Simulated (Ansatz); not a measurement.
## From barrier to diffusion: Mg in Si

Theory: Ansatz, DFT PBE, scalar-relativistic, plane waves, PAW. Settings: 420 eV cutoff, 2×2×2 k-mesh, shifted by half a step, Gaussian smearing of 0.02 eV, no spin polarisation.

Host crystal, relaxed:

```xyz
4
Lattice="3.8513 0.0000 0.0000 -1.9256 3.3353 0.0000 0.0000 0.0000 6.3650" Properties=species:S:1:pos:R:3 pbc="T T T"
Si    0.0000    2.2235    0.4006
Si    1.9256    1.1118    3.5831
Si    0.0000    2.2235    2.7820
Si    1.9256    1.1118    5.9645
```

In a supercell of 32 host sites with charge +2, interstitial Mg hops to an equivalent place, moving 3.18 Å. Climbing-image nudged elastic band at fixed cell; the order of the saddle wasn't checked, and the small cell leaves errors of about a tenth of an eV.

```tsv
image	path (Å)	E − E(0) (eV)
0	0.00	0.000
1	0.84	0.688
2	1.68	1.492
3	2.52	0.688
4	3.36	0.000
```

Task: What are the barriers forward and back, and what attempt frequency does the shape suggest?

Result: Forward 1.49 eV, back 1.49 eV, the ends being level. For a sinusoidal profile E_b sin²(πx/l), with the Mg atom alone moving, ν = (1/l)√(E_b/2m) = 5.4×10¹² s⁻¹, within an order of magnitude of the customary 10¹³ s⁻¹; a true prefactor needs the vibrations at the minimum and at the saddle.

Task: With ν = 10¹³ s⁻¹, give the forward jump rate along this one path, the wait 1/k for that jump, the diffusivity D ≈ l²k and the distance √(Dt) covered in an hour at 300, 600 and 1000 K, taking the host as solid throughout.

Result: k = ν exp(−E_b/k_BT):
```csv
T (K),k (1/s),wait (s),D (cm²/s),√(Dt) in 1 h (nm)
300,8.7×10⁻¹³,1.1×10¹²,8.9×10⁻²⁸,1.8×10⁻⁵
600,3.0,0.34,3.0×10⁻¹⁵,33
1000,3.0×10⁵,3.3×10⁻⁶,3.1×10⁻¹⁰,1.1×10⁴
```

D = l²k holds for six equivalent jumps in three dimensions (z l²k/6) and is a scale otherwise. Long-range transport needs a connected net of such jumps, and traps slow it. D is that of an interstitial already there. An error of 0.1 eV in the barrier changes k by a factor of 48 at 300 K and 3.2 at 1000 K.

Cost: 1 run of about 9.4 core-minutes, on Arm Neoverse V1 (shared hosts).